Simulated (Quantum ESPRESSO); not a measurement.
Crystal: PbS (Galena).

```
Pb S
1.0
     0.00000    2.96575    2.96575
     2.96575    0.00000    2.96575
     2.96575    2.96575    0.00000
Pb S
1 1
Direct
  0.00000 0.00000 0.00000
  0.50000 0.50000 0.50000
```

| Item | Value |
| --- | --- |
| Program | Quantum ESPRESSO 7.5 |
| Task | phonons |
| Functional | LDA |
| Potentials or basis | PseudoDojo 0.4.1 SR LDA standard |
| Cutoff | 762 eV |
| Density cutoff | 3048 eV |
| k mesh | 6 × 6 × 6, shifted |
| Occupations | fermi-dirac, width 0.05 eV |
| Spin | no spin polarisation |
| Form of the LDA correlation | PW92 |
| Mixing beta | 0.5 |
| Most SCF iterations | 120 |
| SCF threshold | 4e-10 Ry |

The cell and the atoms were relaxed first, to 24.97 Å³/atom (a = 4.134 Å, b = 4.134 Å, c = 4.134 Å, α = 60.00°, β = 60.00°, γ = 60.00°), and the response was taken there.

The first run showed a gap, so the response started from a second, tighter run with fixed occupations.

Task: Where do the zone-centre optical modes lie?

Result: T1u at 84 cm⁻¹ (IR). Polar modes are given without the macroscopic field (transverse values).

Optical modes at Γ, degenerate ones joined, polar ones without the macroscopic field:
```
cm⁻¹  components  symmetry  active in  IR intensity, summed ((D/Å)²/amu)
  84           3       T1u         IR                              53.80
```

Zone-centre frequencies without and with the macroscopic field along z (cm⁻¹):
```
                optical modes in rising order
       without                       84 84 84
with the field                      84 84 220
```
